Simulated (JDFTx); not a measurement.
# Ta (Im-3m) in JDFTx: further runs

Runs on Ta. Level: PBEsol. Tasks: equation of state.

Program: JDFTx 1.7.0 (patched build). These are calculated values, not measurements. Logs are shortened: lines on timing, memory, paths and dates and some standing lists are left out, and cuts for length are marked. The log counts tension as positive stress, the text compression.

**What was measured.**

“Refinement of the equation of state of tantalum”, 2004, arxiv:cond-mat/0403080 quotes, for a bulk crystal of Ta: bulk modulus 194 GPa.

The results are compared with them further down.

**1. Starting point**

Symmetry: Im-3m, No. 229, cubic system. Conventional cell: a = 3.303 Å, b = 3.303 Å, c = 3.303 Å, α = 90.00°, β = 90.00°, γ = 90.00°. Around Ta (site symmetry m-3m) lie 8 Ta at 2.86 Å.

**2. Equation of state, PBEsol, 16.93 Å³/atom (volume scaled by 0.94)**

Ta.in

```
lattice Body-Centered Cubic 6.1135321638
coords-type Lattice
ion Ta     0.0000000000     0.0000000000     0.0000000000 1

ion-species pseudo/Ta.upf
elec-cutoff 29
elec-ex-corr gga-PBEsol
kpoint-folding 11 11 11
elec-smearing Fermi 0.0018374661
elec-n-bands 12
electronic-SCF nIterations 100 energyDiffThreshold 1e-09
electronic-minimize nIterations 30 energyDiffThreshold 1e-7
forces-output-coords Cartesian

dump-name run.$VAR
dump End Ecomponents EigStats BandEigs Kpoints Forces Stress
```

Potentials or basis: PseudoDojo-SR-PBEsol-0.4.1-standard with smoothed tails.

Run with:

```
$ jdftx -c 1 -i Ta.in -o Ta.out
```

The log of the run:

```text
*************** JDFTx 1.7.0 (patched build) ***************

Input parsed successfully to the following command list (including defaults):
[... the input with its defaults ...]

---------- Setting up symmetries ----------

Found 48 point-group symmetries of the bravais lattice
Found 48 space-group symmetries with basis
Applied RMS atom displacement 0 bohrs to make symmetries exact.

---------- Initializing the Grid ----------
R =
[     -3.05677      3.05677      3.05677  ]
[      3.05677     -3.05677      3.05677  ]
[      3.05677      3.05677     -3.05677  ]
unit cell volume = 114.247
G =
[ -6.98619e-18    1.02775    1.02775  ]
[    1.02775 -6.98619e-18    1.02775  ]
[    1.02775    1.02775 -6.98619e-18  ]
Minimum fftbox size, Smin = [  28  28  28  ]
Chosen fftbox size, S = [  28  28  28  ]

---------- Exchange Correlation functional ----------
Initalized PBEsol GGA exchange.
Initalized PBEsol GGA correlation.

---------- Setting up pseudopotentials ----------
Width of ionic core gaussian charges (only for fluid interactions / plotting) set to 0

Reading pseudopotential file 'pseudo/Ta.upf':
  'Ta' pseudopotential, 'PBESOL' functional
  Generated using ONCVPSP code by D. R. Hamann
  13 valence electrons, 4 orbitals, 8 projectors, 1001 radial grid points, with lMax = 3
    5S    l: 0   occupation:  2.0   eigenvalue: -2.683866
    5P    l: 1   occupation:  6.0   eigenvalue: -1.448529
    5D    l: 2   occupation:  3.0   eigenvalue: -0.133056
    6S    l: 0   occupation:  2.0   eigenvalue: -0.201047
  Core radius for overlap checks: 2.22 bohrs.

Initialized 1 species with 1 total atoms.

Folded 1 k-points by 11x11x11 to 1331 k-points.

---------- Setting up k-points, bands, fillings ----------
Reduced to 56 k-points under symmetry.
Computing the number of bands and number of electrons
Calculating initial fillings.
nElectrons:  13.000000   nBands: 12   nStates: 56

----- Setting up reduced wavefunction bases (one per k-point) -----
average nbasis = 852.319 , ideal nbasis = 852.192

---------- Setting up ewald sum ----------
Optimum gaussian width for ewald sums = 1.908579 bohr.
Real space sum over 2197 unit cells with max indices [  6  6  6  ]
Reciprocal space sum over 2197 terms with max indices [  6  6  6  ]

---------- Allocating electronic variables ----------
Initializing wave functions:  linear combination of atomic orbitals
Note: number of bands (12) exceeds available atomic orbitals (10)
Ta pseudo-atom occupations:   s ( 2 2 )  p ( 6 )  d ( 3 )
	FillingsUpdate:  mu: +0.731231263  nElectrons: 13.000000
LCAOMinimize: Iter:   0  F: -59.1057246433910493  |grad|_K:  2.597e-04  alpha:  1.000e+00
	FillingsUpdate:  mu: +0.732582633  nElectrons: 13.000000
LCAOMinimize: Iter:   1  F: -59.1059431010143541  |grad|_K:  3.014e-06  alpha:  7.994e-01  linmin:  3.012e-02  cgtest: -3.182e-01
	FillingsUpdate:  mu: +0.732579999  nElectrons: 13.000000
LCAOMinimize: Iter:   2  F: -59.1059431326420324  |grad|_K:  9.465e-07  alpha:  9.832e-01  linmin: -1.160e-03  cgtest:  3.389e-01
LCAOMinimize: Encountered beta<0, resetting CG.
	FillingsUpdate:  mu: +0.732575103  nElectrons: 13.000000
LCAOMinimize: Iter:   3  F: -59.1059431355102447  |grad|_K:  1.771e-08  alpha:  7.946e-01  linmin: -1.066e-03  cgtest:  1.348e-02
LCAOMinimize: Converged (|Delta F|<1.000000e-06 for 2 iters).

-------- Electronic minimization -----------
Will mix electronic density at each iteration.
	FillingsUpdate:  mu: +0.732575103  nElectrons: 13.000000
	FillingsUpdate:  mu: +0.725049977  nElectrons: 13.000000
SCF: Cycle:  0   F: -59.124935041119016   dF: -1.899e-02   |Residual|: 2.901e-02   |deigs|: 8.002e-02
	FillingsUpdate:  mu: +0.722361431  nElectrons: 13.000000
SCF: Cycle:  1   F: -59.125498087254826   dF: -5.630e-04   |Residual|: 1.286e-02   |deigs|: 6.499e-03
	FillingsUpdate:  mu: +0.720481949  nElectrons: 13.000000
SCF: Cycle:  2   F: -59.125600707510202   dF: -1.026e-04   |Residual|: 2.519e-03   |deigs|: 4.210e-03
	FillingsUpdate:  mu: +0.720622756  nElectrons: 13.000000
SCF: Cycle:  3   F: -59.125601128235637   dF: -4.207e-07   |Residual|: 5.570e-04   |deigs|: 4.942e-04
	FillingsUpdate:  mu: +0.720549826  nElectrons: 13.000000
SCF: Cycle:  4   F: -59.125601401741108   dF: -2.735e-07   |Residual|: 1.169e-04   |deigs|: 1.880e-04
	FillingsUpdate:  mu: +0.720534010  nElectrons: 13.000000
SCF: Cycle:  5   F: -59.125601412809921   dF: -1.107e-08   |Residual|: 8.156e-05   |deigs|: 6.663e-05
	FillingsUpdate:  mu: +0.720541509  nElectrons: 13.000000
SCF: Cycle:  6   F: -59.125601417036549   dF: -4.227e-09   |Residual|: 5.745e-06   |deigs|: 5.279e-05
	FillingsUpdate:  mu: +0.720541696  nElectrons: 13.000000
SCF: Cycle:  7   F: -59.125601417237490   dF: -2.009e-10   |Residual|: 6.687e-06   |deigs|: 4.810e-05
	FillingsUpdate:  mu: +0.720541290  nElectrons: 13.000000
SCF: Cycle:  8   F: -59.125601417290461   dF: -5.297e-11   |Residual|: 3.963e-06   |deigs|: 4.224e-05
SCF: Converged (|Delta E|<1.000000e-09 for 2 iters).

Setting wave functions to eigenvectors of Hamiltonian

# Stress tensor in Cartesian coordinates [Eh/a0^3]:
[ -0.000322727            0            0  ]
[            0 -0.000322727            0  ]
[            0            0 -0.000322727  ]

# Ionic positions in lattice coordinates:
ion Ta   0.000000000000000   0.000000000000000   0.000000000000000 1

# Forces in Cartesian coordinates:
force Ta  -0.000000000000000  -0.000000000000000   0.000000000000000 1

# Energy components:
   Eewald =      -50.3007456645711031
       EH =        6.9637914836069479
     Eloc =      -28.8159805500119823
      Enl =        4.5521487847522133
      Exc =      -14.7439778030275477
 Exc_core =        5.9556247698056763
       KE =       17.2637651584728395
-------------------------------------
     Etot =      -59.1253738209729534
       TS =        0.0002275963175054
-------------------------------------
        F =      -59.1256014172904614

IonicMinimize: Iter:   0  F: -59.125601417290461  |grad|_K:  0.000e+00
IonicMinimize: Converged (|grad|_K<1.000000e-04).

#--- Lowdin population analysis ---
# oxidation-state Ta +0.065

Dumping 'run.eigStats' ...
	eMin: -1.739941 at state 0 ( [ +0.000000 +0.000000 +0.000000 ] spin 0 )
	HOMO: +0.718391 at state 33 ( [ +0.090909 -0.454545 -0.454545 ] spin 0 )
	mu  : +0.720541
	LUMO: +0.723296 at state 27 ( [ +0.090909 +0.272727 -0.181818 ] spin 0 )
	eMax: +1.442239 at state 40 ( [ +0.181818 +0.272727 -0.272727 ] spin 0 )
	HOMO-LUMO gap: +0.004905
	Optical gap  : +0.013923 at state 2 ( [ +0.000000 +0.000000 +0.181818 ] spin 0 )
Done!
[note: the HOMO, LUMO and gaps printed at the end count levels as full or empty at half filling, so they show a gap where a level is partly filled]
```

It took 14 s on 1 thread of Intel Xeon Platinum 8488C (Sapphire Rapids), shared host; peak memory 0.07 GiB.

What came out:

```
Free energy            : -1608.8896 eV
Pressure               : 9.5 GPa
Band gap on the k mesh : none (metal or under the smearing width)
```

**3. Equation of state, PBEsol, 17.29 Å³/atom (volume scaled by 0.96)**

Ta.in, as its differences from that of step 2:

```diff
@@ -1,2 +1,2 @@
-lattice Body-Centered Cubic 6.1135321638
+lattice Body-Centered Cubic 6.1565866256
 coords-type Lattice
```

Potentials or basis: PseudoDojo-SR-PBEsol-0.4.1-standard with smoothed tails.

Run with:

```
$ jdftx -c 1 -i Ta.in -o Ta.out
```

Wall time 15 s (1 thread of Intel Xeon Platinum 8488C (Sapphire Rapids), shared host); peak memory 0.07 GiB.

The run converged. Its results:

| Property | Result |
| --- | --- |
| Free energy | -1608.9051 eV |
| Pressure | 4.4 GPa |
| Band gap on the k mesh | none (metal or under the smearing width) |

**4. Equation of state, PBEsol, 17.65 Å³/atom (volume scaled by 0.98)**

Ta.in, as its differences from that of step 3:

```diff
@@ -1,2 +1,2 @@
-lattice Body-Centered Cubic 6.1565866256
+lattice Body-Centered Cubic 6.1990471857
 coords-type Lattice
```

Run with:

```
$ jdftx -c 1 -i Ta.in -o Ta.out
```

Wall time 15 s (1 thread of Intel Xeon Platinum 8488C (Sapphire Rapids), shared host); peak memory 0.07 GiB.

It converged, with:

```yaml
Free_energy: -1608.9098 eV
Pressure: -0.2 GPa
Band_gap_on_the_k_mesh: none (metal or under the smearing width)
```

**5. Equation of state, PBEsol, 18.01 Å³/atom**

Ta.in, as its differences from that of step 4:

```diff
@@ -1,2 +1,2 @@
-lattice Body-Centered Cubic 6.1990471857
+lattice Body-Centered Cubic 6.2409339101
 coords-type Lattice
```

Run with:

```
$ jdftx -c 1 -i Ta.in -o Ta.out
```

Run time: 16 s. Hardware: 1 thread of Intel Xeon Platinum 8488C (Sapphire Rapids), shared host; peak memory 0.07 GiB.

Results (log left out):

| Item | Value |
| --- | --- |
| Free energy | -1608.9048 eV |
| Pressure | -4.2 GPa |
| Band gap on the k mesh | none (metal or under the smearing width) |

**6. Equation of state, PBEsol, 18.37 Å³/atom (volume scaled by 1.02)**

Ta.in, as its differences from that of step 5:

```diff
@@ -1,2 +1,2 @@
-lattice Body-Centered Cubic 6.2409339101
+lattice Body-Centered Cubic 6.2822658027
 coords-type Lattice
```

Potentials or basis: PseudoDojo-SR-PBEsol-0.4.1-standard with smoothed tails.

Run with:

```
$ jdftx -c 1 -i Ta.in -o Ta.out
```

Run time: 15 s. Hardware: 1 thread of Intel Xeon Platinum 8488C (Sapphire Rapids), shared host; peak memory 0.07 GiB.

The run converged. Its results:

```yaml
Free_energy: -1608.8912 eV
Pressure: -7.9 GPa
Band_gap_on_the_k_mesh: none (metal or under the smearing width)
```

**7. Equation of state, PBEsol, 18.73 Å³/atom (volume scaled by 1.04)**

Ta.in, as its differences from that of step 6:

```diff
@@ -1,2 +1,2 @@
-lattice Body-Centered Cubic 6.2822658027
+lattice Body-Centered Cubic 6.3230608795
 coords-type Lattice
```

Run with:

```
$ jdftx -c 1 -i Ta.in -o Ta.out
```

It took 16 s on 1 thread of Intel Xeon Platinum 8488C (Sapphire Rapids), shared host; peak memory 0.07 GiB.

It converged, with:

```
Free energy            : -1608.8698 eV
Pressure               : -11.1 GPa
Band gap on the k mesh : none (metal or under the smearing width)
```

**8. Equation of state, PBEsol, 19.09 Å³/atom (volume scaled by 1.06)**

Ta.in, as its differences from that of step 7:

```diff
@@ -1,2 +1,2 @@
-lattice Body-Centered Cubic 6.3230608795
+lattice Body-Centered Cubic 6.3633362386
 coords-type Lattice
```

Run with:

```
$ jdftx -c 1 -i Ta.in -o Ta.out
```

Wall time 16 s (1 thread of Intel Xeon Platinum 8488C (Sapphire Rapids), shared host); peak memory 0.07 GiB.

Results (log left out):

* Free energy: -1608.8414 eV
* Pressure: -14.1 GPa
* Band gap on the k mesh: none (metal or under the smearing width)

**9. Equation of state, PBEsol**

Potentials or basis: PseudoDojo-SR-PBEsol-0.4.1-standard with smoothed tails.

This step only gathers the single runs of the series.

What came out:

```
Equilibrium volume                      : 17.64 Å³/atom
Bulk modulus                            : 212 GPa
Pressure derivative of the bulk modulus : 4.4
```

Energy against volume, from the lowest point:
| volume (Å³/atom) | energy (meV/atom) |
| --- | --- |
| 16.930 | 20.26 |
| 17.290 | 4.70 |
| 17.650 | 0.00 |
| 18.010 | 4.99 |
| 18.371 | 18.63 |
| 18.731 | 40.05 |
| 19.091 | 68.48 |

Spin-orbit coupling is left out, which matters for the levels of Ta.

**10. The reference run**

An earlier run on the cell as given: functional PBEsol; potentials or basis PseudoDojo-SR-PBEsol-0.4.1-standard with smoothed tails; cutoff 789 eV; density cutoff 3157 eV; k mesh 11 × 11 × 11; occupations fermi-dirac, width 0.05 eV; no spin polarisation.

* Pressure: -4.2 GPa
* Band gap on the k mesh: none (metal or under the smearing width)

**11. Against experiment**

Step 9. Against the measured bulk modulus of Ta, 194 GPa (quoted in “Refinement of the equation of state of tantalum”, 2004, arxiv:cond-mat/0403080), the calculated 212 GPa is off by +9.1 %. The fit is for a static lattice scaled at fixed shape and fixed fractional positions.
